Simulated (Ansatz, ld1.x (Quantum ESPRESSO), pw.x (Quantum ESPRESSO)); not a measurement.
# boron (B): does the TM potential hold in the solid?

B, norm-conserving Troullier–Martins (Kleinman–Bylander form), made with ld1.x (Quantum ESPRESSO) 7.5 (PBE, scalar-relativistic). Core [He], reference 2s2 2p1. Waves: 2s (bound): rc 1.30 bohr; 2p (bound): rc 2.90 bohr; 3d channel at 0.5 Ry: rc 2.55 bohr. Local part: all-electron potential smoothed inside 2.60 bohr (lloc = -2). Core correction: a·sin(br)/r model core, default radius (core density twice the valence density).

Crystal test: diamond B in pw.x 7.5, no spin, 11³ k-points, Fermi–Dirac smearing 0.01 Ry, cutoffs 70/280 Ry. The reference is all-electron LAPW (Ansatz 0.2.0) with the same functional, mesh and smearing; V0 and B0 come from Birch–Murnaghan fits to the pressures at five volumes. Errors are pseudo minus all-electron; Δ is the rms difference of the E(V) curves that follow from these fits, minima aligned, over ±6 % about the mean V0. Mesh and smearing are coarse, so the numbers serve the comparison and aren't converged zero-temperature values; the lattice is a test structure that the element need not adopt.

```tsv
V (Å³/atom)	P all-electron (GPa)	P pseudo (GPa)
7.899	10.02	-0.32
8.107	4.78	-4.24
8.315	0.11	-7.73
8.523	-4.05	-10.90
8.731	-7.77	-13.70
```

All-electron: a0 = 4.053 Å (V0 = 8.32 Å³/atom), B0 = 175.9 GPa.

Pseudopotential: mean pressure error (GPa): -8.00. The pressure does not cross zero within the volumes sampled, so no fit is given. The largest radius (2.90 bohr) exceeds half the bond length (1.66 bohr), so the spheres overlap, which is one possible source of error among others. This is a poor potential for the solid.

Q: At the middle volume, how do free energy and pressure move when the wave cutoff is lowered (ecutrho kept at four times it)?

A:

| cutoff (Ry) | shift of F (meV/atom) | shift of P (GPa) |
| --- | --- | --- |
| 32 | +32.3 | +1.17 |
| 42 | +29.0 | -0.65 |
| 56 | +5.5 | -0.14 |

The run at the middle volume (56 k-points, 7 iterations) took about 4.9 s on one core of a shared host (Neoverse-V2, 96 threads, 742 GiB, load 56).
